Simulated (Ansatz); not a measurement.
Cu Kα1 powder pattern (kinematic, no thermal factors).
2θ (°) (relative intensity): 18.73 (60), 22.00 (89), 29.80 (38), 35.43 (100), 37.99 (41), 39.76 (19), 42.69 (14), 44.33 (27), 46.91 (11), 49.02 (19), 50.94 (8), 54.82 (14), 56.16 (13), 58.46 (3), 59.78 (6), 61.89 (19), 63.14 (5), 63.65 (4), 65.28 (8), 66.99 (30), 69.83 (3), 71.87 (3), 73.06 (6), 74.98 (11), 76.12 (5), 76.47 (2), 76.59 (5), 78.10 (2), 79.57 (9), 81.24 (4), 82.36 (4), 84.30 (2), 85.44 (4), 88.40 (2), 88.74 (3), 88.85 (3)

The pattern is computed from a structure relaxed with DFT PBE, scalar-relativistic, plane waves, PAW in Ansatz 0.2.0. No spin polarisation. Its elements are Sn, Te.

**Question.** Give the structure.

**Answer.** SnTe.
Space group P4_2/mmc (No. 131). a = 4.733 Å, b = 4.733 Å, c = 7.740 Å, α = 90.00°, β = 90.00°, γ = 90.00°
| atom | site | symmetry | x | y | z |
| --- | --- | --- | --- | --- | --- |
| Sn | 2f | -4m2 | 0.5000 | 0.5000 | 0.2500 |
| Te | 2c | mmm. | 0.0000 | 0.5000 | 0.0000 |

A pattern alone doesn't exclude other cells with like lines; this is the one computed.

The structure comes from a generated guess; another structure or a mixture of phases may lie lower.
